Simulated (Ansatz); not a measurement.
# I under changes of volume

One of the cells (40.553 Å³/atom); the others are scaled copies at fixed shape and fractional positions:

```
I
1.0
     0.00000    2.36560    3.90984
     2.19225    0.00000    3.90984
     2.19225    2.36560    0.00000
I
1
Direct
  0.00000 0.00000 0.00000
```

```yaml
Program: Ansatz 0.2.0
Functional: r2SCAN
Dispersion: D3(BJ)
Potentials_or_basis: Ansatz PAW
Cutoff: "500 eV (not typed: the program's choice for these potentials)"
k_mesh: 9 × 9 × 9
Occupations: fermi-dirac, width 0.05 eV
Spin: no spin polarisation
```

| volume (Å³/atom) | energy over the lowest point (meV/atom) | pressure (GPa) |
| --- | --- | --- |
| 38.120 | 5.66 | 1.3 |
| 38.931 | 1.13 | 0.6 |
| 39.742 | 0.00 | -0.1 |
| 40.553 | ? | ? |
| 41.364 | 6.32 | -1.1 |
| 42.175 | 13.09 | -1.5 |
| 42.986 | 21.88 | -1.9 |

**Question.** What does the run at 40.553 Å³/atom give?

**Answer.** Energy over the lowest point 1.85 meV/atom; pressure -0.6 GPa.

Worked out: A Birch-Murnaghan fit of order 3 (a polynomial in V^(-2/3)) to the other rows has its minimum at 39.63 Å³/atom with B0 = V·E''(V) = 29 GPa and B' = 5.3 at fixed shape and positions, which overstates the stiffness. It gives 1.85 meV/atom at 40.553 Å³/atom, against the run's 1.85, and -dE/dV = -0.6 GPa, against -0.6.

Energies are extrapolated to zero smearing.

Caveats: an odd number of electrons without spin polarisation forces a metal; a magnetic or distorted state may lie lower; pairwise dispersion overbinds metals, which lowers pressure and volume; the PAW data sets come from PBE, with cores solved anew for the run's functional, which leaves a small shift of forces and pressure; the dispersion damping was fitted for another functional or another form of the correction.
